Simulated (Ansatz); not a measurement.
System: rutile GeO₂. Method: LDA (Ansatz, a quantum-chemistry and plane-wave program, plane waves, PAW).

Run with plane-wave cutoff 520 eV, 8×8×12 k mesh (along the axes of the cell as run), Fermi–Dirac smearing 0.01 eV, scalar-relativistic PAW data made under PBE.

On both sides of the equilibrium volume: at 8.973 Å³/atom the pressure is 5.24 GPa and the direct gap at Γ 2.171 eV; at 9.339 Å³/atom they are -4.59 GPa and 1.672 eV. The fitted bulk modulus is 245 GPa.

**Question.** Work out the volume deformation potential of this gap and its pressure coefficient, in two ways.

**Answer.** a_V = dE_g/d ln V = (1.672 − 2.171)/ln(9.339/8.973) = -12.48 eV. Since dP = −B d ln V, dE_g/dP = −a_V/B = 51 meV/GPa. Straight from the pressures: (2.171 − 1.672)/(5.24 − (-4.59)) = 51 meV/GPa. At this level and over this range the gap at Γ widens under pressure.

Spin–orbit coupling is not included.

Note: the bulk modulus comes from volumes at which shape and atoms were relaxed.
